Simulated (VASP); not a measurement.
# Lu (P6_3/mmc) in VASP: a series of runs

The runs below take Lu through relaxation of cell and atoms, with PBEsol, LDA, PBE, PBE+D3(BJ).

All numbers are computed with VASP 6.6.1; they aren't measurements. Logs are shortened: lines on timing, memory, paths and dates and some standing lists are left out, and cuts for length are marked.

### 1 Starting point

The structure is hexagonal, space group P6_3/mmc (No. 194). The conventional cell has a = 3.518 Å, b = 3.518 Å, c = 5.446 Å, α = 90.00°, β = 90.00°, γ = 120.00°. Around Lu (site symmetry -6m2) lie 12 Lu at 3.40 to 3.52 Å.

### 2 Relaxation of cell and atoms, PBEsol

File INCAR:

```
SYSTEM = Lu
PREC = Accurate
ENCUT = 600
EDIFF = 1E-7
ISMEAR = 0
SIGMA = 0.1
LREAL = .FALSE.
LASPH = .TRUE.
NELM = 80
ALGO = Normal
ISIF = 3
LWAVE = .FALSE.
LCHARG = .FALSE.
GGA = PS
IBRION = 2
NSW = 90
EDIFFG = -0.005
```

File KPOINTS:

```
regular mesh
0
G
  15 15 8
  0 0 0
```

File POSCAR:

```
Lu
1.0
    3.5180521700      0.0000000000      0.0000000000
   -1.7590260900      3.0467225500      0.0000000000
    0.0000000000      0.0000000000      5.4460843400
Lu
2
Direct
    0.3333333300      0.6666666700      0.2500000000
    0.6666666700      0.3333333300      0.7500000000
```

Potentials or basis: VASP PAW PBE potentials, release 64 (Lu).

Started as:

```
> cat potpaw_PBE.64/Lu/POTCAR > POTCAR
> mpirun -np 1 vasp_std > vasp.out
```

OUTCAR:

```text
SYSTEM = Lu
   PREC = Accurate
   ENCUT = 600
   EDIFF = 1E-7
   ISMEAR = 0
   LREAL = .FALSE.
   LASPH = .TRUE.
   NELM = 80
   ISIF = 3
   GGA = PS
   IBRION = 2
   NSW = 90
   EDIFFG = -0.005

 ion  position               nearest neighbor table
   1  0.333  0.667  0.250-   2 3.40   2 3.40   2 3.40   2 3.40   2 3.40   2 3.40
   2  0.667  0.333  0.750-   1 3.40   1 3.40   1 3.40   1 3.40   1 3.40   1 3.40

  LATTYP: Found a hexagonal cell.
 ALAT       =     3.5180521700
 C/A-ratio  =     1.5480396756

  Lattice vectors:

 A1 = (   3.5180521700,   0.0000000000,   0.0000000000)
 A2 = (  -1.7590260900,   3.0467225500,   0.0000000000)
 A3 = (   0.0000000000,   0.0000000000,   5.4460843400)

Analysis of symmetry for initial positions (statically):
=====================================================================
 Subroutine PRICEL returns:
 Original cell was already a primitive cell.

 Routine SETGRP: Setting up the symmetry group for a
 hexagonal supercell.

 Subroutine GETGRP returns: Found 24 space group operations
 (whereof 12 operations were pure point group operations)
 out of a pool of 24 trial point group operations.

The static configuration has the point symmetry D_3d.
 The point group associated with its full space group is D_6h.

Analysis of symmetry for dynamics (positions and initial velocities):
=====================================================================
 Subroutine PRICEL returns:
 Original cell was already a primitive cell.

 Routine SETGRP: Setting up the symmetry group for a
 hexagonal supercell.

 Subroutine GETGRP returns: Found 24 space group operations
 (whereof 12 operations were pure point group operations)
 out of a pool of 24 trial point group operations.

The dynamic configuration has the point symmetry D_3d.
 The point group associated with its full space group is D_6h.

 Subroutine INISYM returns: Found 24 space group operations
 (whereof 12 operations are pure point group operations),
 and found     1 'primitive' translations

----------------------------------------------------------------------------------------

                                     Primitive cell

  volume of cell :      58.3740

  direct lattice vectors                    reciprocal lattice vectors
     3.518052170  0.000000000  0.000000000     0.284248201  0.164110776  0.000000000
    -1.759026090  3.046722550  0.000000000     0.000000000  0.328221551  0.000000000
     0.000000000  0.000000000  5.446084340     0.000000000  0.000000000  0.183618163

  length of vectors
     3.518052170  3.518052172  5.446084340     0.328221551  0.328221551  0.183618163

  position of ions in fractional coordinates (direct lattice)
     0.333333330  0.666666670  0.250000000
     0.666666670  0.333333330  0.750000000

  ion indices of the primitive-cell ions
   primitive index   ion index
                 1           1
                 2           2

----------------------------------------------------------------------------------------

 KPOINTS: regular mesh

Automatic generation of k-mesh.
 Grid dimensions read from file:
 generate k-points for:   15   15    8

 Generating k-lattice:

  Cartesian coordinates                     Fractional coordinates (reciprocal lattice)
     0.018949880  0.010940718  0.000000000     0.066666667  0.000000000  0.000000000
     0.000000000  0.021881437  0.000000000     0.000000000  0.066666667  0.000000000
     0.000000000  0.000000000  0.022952270     0.000000000  0.000000000  0.125000000

  Length of vectors
     0.021881437  0.021881437  0.022952270

  Shift w.r.t. Gamma in fractional coordinates (k-lattice)
     0.000000000  0.000000000  0.000000000

 Subroutine IBZKPT returns following result:
 ===========================================

 Found    135 irreducible k-points:

 Following reciprocal coordinates:
            Coordinates               Weight
  0.000000  0.000000  0.000000      1.000000
  0.066667  0.000000  0.000000      6.000000
  0.133333  0.000000  0.000000      6.000000
  0.200000  0.000000  0.000000      6.000000
  0.266667  0.000000  0.000000      6.000000
  0.333333 -0.000000  0.000000      6.000000
[... 16 lines left out ...]
  0.333333  0.200000  0.000000     12.000000
  0.400000  0.200000  0.000000      6.000000
 [... further k-points ...]
   k-points           NKPTS =    135   k-points in BZ     NKDIM =    135   number of bands    NBANDS=     30
   number of dos      NEDOS =    301   number of ions     NIONS =      2
   total plane-waves  NPLWV =  37632
   dimension x,y,z NGX =    28 NGY =   28 NGZ =   48
   dimension x,y,z NGXF=    56 NGYF=   56 NGZF=   96
   ions per type =               2
   NGX,Y,Z   is equivalent  to a cutoff of  13.23, 13.23, 14.65 a.u.
   NGXF,Y,Z  is equivalent  to a cutoff of  26.46, 26.46, 29.30 a.u.
 SYSTEM =  Lu
   PREC   = accura    normal or accurate (medium, high low for compatibility)
   ISTART =      0    job   : 0-new  1-cont  2-samecut
   ICHARG =      2    charge: 1-file 2-atom 10-const
   ISPIN  =      1    spin polarized calculation?
   LNONCOLLINEAR =      F non collinear calculations
   LSORBIT =      F    spin-orbit coupling
   LASPH  =      T    aspherical Exc in radial PAW
   ENCUT  =  600.0 eV  44.10 Ry    6.64 a.u.   7.03  7.03 10.88*2*pi/ulx,y,z
   NELM   =     80;   NELMIN=  2; NELMDL= -5     # of ELM steps
   EDIFF  = 0.1E-06   stopping-criterion for ELM
   LREAL  =      F    real-space projection
   EDIFFG = -.5E-02   stopping-criterion for IOM
   NSW    =     90    number of steps for IOM
   IBRION =      2    ionic relax: 0-MD 1-quasi-New 2-CG
   NFREE  =      1    steps in history (QN), initial steepest desc. (CG)
   ISIF   =      3    stress and relaxation
   ISYM   =      2    0-nonsym 1-usesym 2-fastsym
   POTIM  = 0.5000    time-step for ionic-motion
   TEBEG  =    0.0;   TEEND  =   0.0 temperature during run
   PSTRESS=    0.0 pullay stress
   NELECT =      50.0000    total number of electrons
   NUPDOWN=      -1.0000    fix difference up-down
   EMIN   =  10.00;   EMAX   =-10.00  energy-range for DOS
   EFERMI =   0.00;   METHOD = LEGACY
   ISMEAR =     0;   SIGMA  =   0.10  broadening in eV -4-tet -1-fermi 0-gaus
   EFERMI_NEDOS =   21; number of points for ismear=-14 and -15
   IALGO  =     38    algorithm
   IMIX   =      4    mixing-type and parameters
     AMIX     =   0.40;   BMIX     =  1.00
     AMIX_MAG =   1.60;   BMIX_MAG =  1.00
  volume/ion in A,a.u.               =      29.19       196.96
  Fermi-wavevector in a.u.,A,eV,Ry     =   1.554742  2.938036 32.888309  2.417223
  Thomas-Fermi vector in A             =   2.658784
   LORBIT       =      0    0 simple, 1 ext, 2 COOP (PROOUT), +10 PAW based schemes
   GGA     = PS    functional components
   LHFCALC =     F    Hartree Fock is set to
   AEXX    =    0.0000 exact exchange contribution
   IVDW    =     0    specifies the selected vdW correction
   LEPSILON=     F    determine dielectric tensor
   LRPA    =     F    only Hartree local field effects (RPA)
 conjugate gradient relaxation of ions
 non-spin polarized calculation
 Gauss-broadening in eV      SIGMA  =   0.10
  energy-cutoff  :      600.00
  volume of cell :       58.37
 maximum number of plane-waves:      1965
   NGX = 15   NGY = 15   NGZ = 21

--------------------------------------- Ionic step        1  -------------------------------------------

 number of electron      49.9999999 magnetization

 Free energy of the ion-electron system (eV)
  ---------------------------------------------------
  ext. energy  EPLUGINS =         0.00000000
  ---------------------------------------------------
  free energy    TOTEN  =        -9.88471039 eV

  energy without entropy =       -9.86740111  energy(sigma->0) =       -9.87605575

------------------------ aborting loop because EDIFF is reached ----------------------------------------

  FORCE on cell =-STRESS in cart. coord.  units (eV):
  Direction    XX          YY          ZZ          XY          YZ          ZX
  --------------------------------------------------------------------------------------
  -------------------------------------------------------------------------------------
  Total       -0.9837310     -0.9837310     -0.8688584      0.0000000     -0.0000000     -0.0000000
  in kB      -27.0002246    -27.0002246    -23.8473455      0.0000000     -0.0000000     -0.0000000
  external PRESSURE =     -25.9492649 kB  Pullay stress =       0.0000000 kB
[... 89 lines left out ...]
  FREE ENERGIE OF THE ION-ELECTRON SYSTEM (eV)
  ---------------------------------------------------
  free  energy   TOTEN  =        -9.9114762584 eV

  energy  without entropy=       -9.8957436044  energy(sigma->0) =       -9.90360993

[... ionic steps 4 to 7 ...]

--------------------------------------- Ionic step        8  -------------------------------------------

 number of electron      50.0000000 magnetization

------------------------ aborting loop because EDIFF is reached ----------------------------------------

  FORCE on cell =-STRESS in cart. coord.  units (eV):
  Direction    XX          YY          ZZ          XY          YZ          ZX
  --------------------------------------------------------------------------------------
  -------------------------------------------------------------------------------------
  Total       -0.0209355     -0.0209355     -0.0170845      0.0000000      0.0000000      0.0000000
  in kB       -0.6075058     -0.6075058     -0.4957593      0.0000000      0.0000000      0.0000000
  external PRESSURE =      -0.5702570 kB  Pullay stress =       0.0000000 kB
[... 57 lines left out ...]
  energy  without entropy=       -9.8957251283  energy(sigma->0) =       -9.90360464

--------------------------------------- Ionic step       10  -------------------------------------------

 number of electron      50.0000000 magnetization

 Free energy of the ion-electron system (eV)
  ---------------------------------------------------
  ext. energy  EPLUGINS =         0.00000000
  ---------------------------------------------------
  free energy    TOTEN  =        -9.91148428 eV

  energy without entropy =       -9.89572785  energy(sigma->0) =       -9.90360606

 E-fermi :   2.2747     XC(G=0): -11.0374

 val. band max:        2.2655453455   @ k =   0.2000   0.2000   0.2500
 cond. band min:       2.2839468757   @ k =   0.3333   0.0667   0.1250
 fundamental gap:      0.0184015302
 Fermi energy:         2.2747249935

 k-point     1 :       0.0000    0.0000    0.0000
  band No.  band energies     occupation
      1     -53.7750      2.00000
      2     -53.7278      2.00000
      3     -24.7892      2.00000
      4     -24.2722      2.00000
      5     -24.2722      2.00000
      6     -24.1680      2.00000
[... 781 lines left out ...]
     29       4.9606      0.00000
     30       7.8951      0.00000

 [... further k-points ...]

------------------------ aborting loop because EDIFF is reached ----------------------------------------

  FORCE on cell =-STRESS in cart. coord.  units (eV):
  Direction    XX          YY          ZZ          XY          YZ          ZX
  --------------------------------------------------------------------------------------
  -------------------------------------------------------------------------------------
  Total       -0.0043284     -0.0043284      0.0049035      0.0000000     -0.0000000     -0.0000000
  in kB       -0.1256367     -0.1256367      0.1423288      0.0000000     -0.0000000     -0.0000000
  external PRESSURE =      -0.0363149 kB  Pullay stress =       0.0000000 kB
[... 17 lines left out ...]
  FREE ENERGIE OF THE ION-ELECTRON SYSTEM (eV)
  ---------------------------------------------------
  free  energy   TOTEN  =        -9.9114842754 eV

  energy  without entropy=       -9.8957278474  energy(sigma->0) =       -9.90360606

 reached required accuracy - stopping structural energy minimisation
```

Run time: 15 min. Hardware: 1 thread of Intel Xeon 6975P-C (Granite Rapids), shared host; peak memory 0.39 GiB.

Results:

```
Free energy                            : -9.9115 eV
Relaxed volume                         : 27.60 Å³/atom
Relaxed cell                           : a = 3.450 Å, b = 3.450 Å, c = 5.356 Å, α = 90.00°, β = 90.00°, γ = 120.00°
Space group after relaxing (to 0.05 Å) : P6_3/mmc (No. 194)
Energy gained by relaxing              : 13.4 meV/atom
Ionic steps                            : 10
Pressure after relaxing                : 0.0 GPa
Band gap on the k mesh                 : none (metal or under the smearing width)
```

Step by step:
```csv
step,energy change (eV),largest force (eV/Å),pressure (GPa),volume (Å³)
1,0.0000,0.0000,-2.59,58.37
2,-0.0253,0.0000,0.68,54.47
3,-0.0268,0.0000,-0.03,55.19
4,-0.0268,0.0000,0.05,55.13
5,-0.0268,0.0000,0.04,55.19
6,-0.0267,0.0000,-0.02,55.32
7,-0.0268,0.0000,-0.10,55.27
8,-0.0268,0.0000,-0.06,55.21
9,-0.0268,0.0000,-0.03,55.20
10,-0.0268,0.0000,0.00,55.20
```

Final structure:
```
CELL_PARAMETERS angstrom
3.44958 0.00000 0.00000
-1.72479 2.98743 0.00000
0.00000 0.00000 5.35624
ATOMIC_POSITIONS crystal
Lu 0.33333 0.66667 0.25000
Lu 0.66667 0.33333 0.75000
```

Caveat: the PAW data sets were made with another functional, which shifts forces and pressure a little. Spin-orbit coupling is left out, which matters for the levels of Lu.

### 3 Relaxation of cell and atoms, LDA

INCAR, as its differences from that of step 2:

```diff
@@ -13,3 +13,3 @@
 LCHARG = .FALSE.
-GGA = PS
+GGA = CA
 IBRION = 2
```

KPOINTS is that of step 2.

POSCAR is that of step 2.

Potentials or basis: VASP PAW PBE potentials, release 64 (Lu).

Started as:

```
> cat potpaw_PBE.64/Lu/POTCAR > POTCAR
> mpirun -np 1 vasp_std > vasp.out
```

Wall time 5.7 min (1 thread of Intel Xeon 6975P-C (Granite Rapids), shared host); peak memory 0.35 GiB.

Results (log left out):

```
Free energy                            : -10.3963 eV
Relaxed volume                         : 26.14 Å³/atom
Relaxed cell                           : a = 3.391 Å, b = 3.391 Å, c = 5.250 Å, α = 90.00°, β = 90.00°, γ = 120.00°
Space group after relaxing (to 0.05 Å) : P6_3/mmc (No. 194)
Energy gained by relaxing              : 52.2 meV/atom
Ionic steps                            : 3
Pressure after relaxing                : 0.0 GPa
Band gap on the k mesh                 : none (metal or under the smearing width)
```

The path:
| step | energy change (eV) | largest force (eV/Å) | pressure (GPa) | volume (Å³) |
| --- | --- | --- | --- | --- |
| 1 | 0.0000 | 0.0000 | -5.08 | 58.37 |
| 2 | -0.0979 | 0.0000 | 1.58 | 50.90 |
| 3 | -0.1044 | 0.0000 | -0.01 | 52.28 |

Final structure:
```
Lu
1.0
     3.39069    0.00000    0.00000
    -1.69534    2.93642    0.00000
     0.00000    0.00000    5.25042
Lu
2
Direct
  0.33333 0.66667 0.25000
  0.66667 0.33333 0.75000
```

Levels at points of the mesh, in eV from the Fermi level:
| k point | band 21 | band 22 | band 23 | band 24 | band 25 | band 26 | band 27 | band 28 | band 29 | band 30 |
| --- | --- | --- | --- | --- | --- | --- | --- | --- | --- | --- |
| (0.00, 0.00, 0.00) | -4.75 | -4.72 | -4.71 | -2.57 | 1.27 | 2.17 | 2.17 | 2.74 | 3.01 | 3.01 |
| (0.00, 0.00, 0.50) | -4.72 | -4.72 | -4.36 | -4.36 | 1.28 | 1.28 | 2.04 | 2.04 | 2.04 | 2.04 |

Caveat: the PAW data sets were made with another functional, which shifts forces and pressure a little. The run has no spin-orbit coupling, so splittings on Lu are missing.

### 4 Relaxation of cell and atoms, PBE

INCAR, as its differences from that of step 3:

```diff
@@ -13,3 +13,3 @@
 LCHARG = .FALSE.
-GGA = CA
+GGA = PE
 IBRION = 2
```

KPOINTS is that of step 3.

POSCAR is that of step 3.

Started as:

```
> cat potpaw_PBE.64/Lu/POTCAR > POTCAR
> mpirun -np 1 vasp_std > vasp.out
```

It took 20 min on 1 thread of Intel Xeon 6975P-C (Granite Rapids), shared host; peak memory 0.41 GiB.

It converged, with:

| Item | Value |
| --- | --- |
| Free energy | -9.0504 eV |
| Relaxed volume | 29.20 Å³/atom |
| Relaxed cell | a = 3.511 Å, b = 3.511 Å, c = 5.472 Å, α = 90.00°, β = 90.00°, γ = 120.00° |
| Space group after relaxing (to 0.05 Å) | P6_3/mmc (No. 194) |
| Energy gained by relaxing | 0.2 meV/atom |
| Ionic steps | 25 |
| Pressure after relaxing | 0.0 GPa |
| Band gap on the k mesh | none (metal or under the smearing width) |

Step by step:
```
step  energy change (eV)  largest force (eV/Å)  pressure (GPa)  volume (Å³)
   1              0.0000                0.0000           -0.02        58.37
   2             -0.0003                0.0000            0.28        58.34
   3             -0.0003                0.0000            0.00        58.34
   4             -0.0004                0.0000           -0.02        58.33
   5             -0.0003                0.0000           -0.12        58.31
   6             -0.0001                0.0000            0.26        58.08
   7             -0.0003                0.0000            0.12        58.25
   8             -0.0003                0.0000            0.08        58.28
   9             -0.0003                0.0000            0.06        58.30
  10             -0.0003                0.0000            0.05        58.31
  11             -0.0003                0.0000            0.14        58.31
  12             -0.0003                0.0000            0.11        58.31
  13             -0.0003                0.0000            0.05        58.31
  14             -0.0003                0.0000            0.09        58.31
  15             -0.0003                0.0000            0.08        58.31
  16             -0.0003                0.0000            0.07        58.31
  17             -0.0003                0.0000            0.07        58.31
  18             -0.0003                0.0000            0.07        58.31
  19             -0.0003                0.0000            0.07        58.31
  20             -0.0003                0.0000            0.07        58.31
  21             -0.0003                0.0000            0.07        58.31
  22             -0.0003                0.0000            0.07        58.31
  23             -0.0003                0.0000            0.07        58.31
  24             -0.0004                0.0000           -0.01        58.41
  25             -0.0004                0.0000            0.00        58.41
```

Final structure:
```
Lu
1.0
     3.51089    0.00000    0.00000
    -1.75545    3.04052    0.00000
     0.00000    0.00000    5.47166
Lu
2
Direct
  0.33333 0.66667 0.25000
  0.66667 0.33333 0.75000
```

Levels at points of the mesh, in eV from the Fermi level:
```csv
k point,band 23,band 24,band 25,band 26,band 27,band 28
"(0.00, 0.00, 0.00)",-4.86,-2.37,0.68,2.19,2.19,2.64
"(0.00, 0.00, 0.50)",-4.34,-4.34,1.23,1.23,2.09,2.09
```

The run has no spin-orbit coupling, so splittings on Lu are missing.

(Part 1 of 2 ends here.)
